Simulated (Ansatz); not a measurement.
GaN: energy along a strain

GaN, P6_3mc, a = 3.180 Å, c = 5.166 Å (as given, not relaxed at this level: 7.3 GPa, forces to 0.14 eV/Å). Ansatz: PBE, PAW, 420 eV, Γ-centred 12×12×6 mesh on 4 atoms, Gaussian smearing 0.05 eV; no spin polarisation. Cell vectors (Å): 3.180 0.000 0.000; -1.590 2.754 0.000; 0.000 0.000 5.166. The cell is strained by x per cent times the pattern (1 0 0 0 0 0) in the order xx yy zz yz xz xy (engineering shears), with fractional coordinates held. y is the free energy over the start, V0 = 11.310 Å³/atom.

| x (%) | y (meV/atom) |
| --- | --- |
| -6.00 | 89.98 |
| -4.50 | 54.56 |
| -3.00 | 28.34 |
| -1.50 | 10.44 |
| 0.00 | 0.00 |
| 1.50 | -3.74 |
| 3.00 | -1.50 |
| 4.50 | 6.07 |
| 5.25 | 11.67 |
| 6.00 | ? |

Fit y = c1 x + c2 x² + c3 x³ to the other rows, get the stiffness along the pattern, and predict the missing energy.

Least squares on the rows shown. y = −4.6267 x + 1.5002 x² − 0.037756 x³. The clamped-ion stiffness p·C·p = 2 × 15.00 eV × 160.2 / 11.310 Å³ = 425 GPa, which is C11 in these axes (second derivative at the start, which stands under stress). At x = 6.00 the fit asked for gives 18.09 meV/atom. The run gave 18.39 meV/atom, so the fit is 0.30 meV/atom too low, 0.32 % of the span of the series, against an rms of 0.07 meV/atom on the fitted rows. The row lies outside the fitted range. With a term in x⁴ added, a fit to the same known rows predicts 18.38 meV/atom, so most of the miss is curvature that the known rows already hold.